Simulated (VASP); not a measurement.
Set up this calculation in VASP 6.6.1, as the native input.

```yaml
Task: relaxation of cell and atoms
Functional: RPBE
Dispersion: D3
Potentials_or_basis: VASP PAW PBE potentials, release 64 (Ni, O)
Cutoff: 600 eV
k_mesh: 11 × 11 × 11
Occupations: fermi-dirac, width 0.05 eV
Spin: collinear spin, ferromagnetic start
Starting_moments: "[1.0, 0.0] μB"
Further_INCAR_settings: ALGO = Normal; EDIFF = 1e-06; IBRION = 2; EDIFFG = -0.01; NSW = 40; ISIF = 3
```

The structure of NiO lies in POSCAR:

```
NiO
1.0
    0.0000000000      2.0859016414      2.0859016414
    2.0859016414      0.0000000000      2.0859016414
    2.0859016414      2.0859016414      0.0000000000
Ni O
1 1
Direct
    0.0000000000      0.0000000000      0.0000000000
    0.5000000000      0.5000000000      0.5000000000
```

One way to write it, as run:

INCAR

```
PREC = Accurate
ENCUT = 600
EDIFF = 1E-6
ISMEAR = -1
SIGMA = 0.05
LREAL = False
LASPH = True
NELM = 100
ALGO = Normal
ISIF = 3
LWAVE = False
LCHARG = False
ISPIN = 2
MAGMOM = 1 0
LORBIT = 11
LMAXMIX = 4
GGA = RP
IVDW = 11
IBRION = 2
NSW = 40
EDIFFG = -0.01
```

KPOINTS

```
regular mesh
0
Gamma
  11 11 11
```

Potentials or basis: VASP PAW PBE potentials, release 64 (Ni, O).

Run with:

```sh
$ cat potpaw_PBE.64/Ni/POTCAR potpaw_PBE.64/O/POTCAR > POTCAR
$ mpirun -np 1 vasp_std > vasp.out
```

It gave:

```yaml
Relaxed_volume: 9.51 Å³/atom
Relaxed_cell: a = 2.997 Å, b = 2.997 Å, c = 2.997 Å, α = 60.00°, β = 60.00°, γ = 60.00°
Space_group_after_relaxing_to_0.05_Å: Fm-3m (No. 225)
Energy_gained_by_relaxing: 12.0 meV/atom
Ionic_steps: 3
Pressure_after_relaxing: 0.1 GPa
Band_gap_on_the_k_mesh: none (metal or under the smearing width)
Net_moment: 1.88 μB per cell
Site_moments: Ni +1.54; O +0.29 μB
Valence_electrons_inside_the_program's_atomic_spheres: Ni 8.88; O 4.98
Dispersion_energy_per_atom: -0.309 eV
```

Caveat: the PAW data sets were made with another functional, which shifts forces and pressure a little; a cell with one magnetic atom can't hold antiferromagnetic order, which such compounds often take; semilocal functionals often make such compounds metallic where correlation or magnetic order opens a gap, which also shifts bond lengths; pairwise dispersion overbinds metals, which lowers pressure and volume.

Wall time 70 s on 1 thread of Intel(R) Xeon(R) Platinum 8375C CPU @ 2.90GHz (Ice Lake) (shared host), peak memory 0.18 GiB.
